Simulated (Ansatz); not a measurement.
**Sr (omega (AlB2-type)): energy against volume**

Theory: DFT, revPBE, plane waves (420 eV) with PAW, scalar-relativistic in Ansatz 0.2.0. The PAW files were generated under PBE, with cores re-solved for the functional.

The cell is scaled uniformly from the relaxed one, with fractional coordinates and shape fixed. Energies are extrapolated to zero smearing, pressures are those at the given smearing. Magnetic state: spin not included.

A Birch-Murnaghan fit gives V₀ = 58.29 Å³/atom, B₀ = 10.1 GPa, B₀′ = 2.8.

(1) What are the energy above the minimum and the pressure at 53.525 Å³/atom?

(2) What are the energy above the minimum and the pressure at 55.852 Å³/atom?

(3) What are the energy above the minimum and the pressure at 60.507 Å³/atom?

Answers

(1) 13.6 meV/atom and 1.00 GPa as computed.

(2) 3.4 meV/atom and 0.47 GPa as computed.

(3) 2.5 meV/atom and -0.37 GPa as computed.
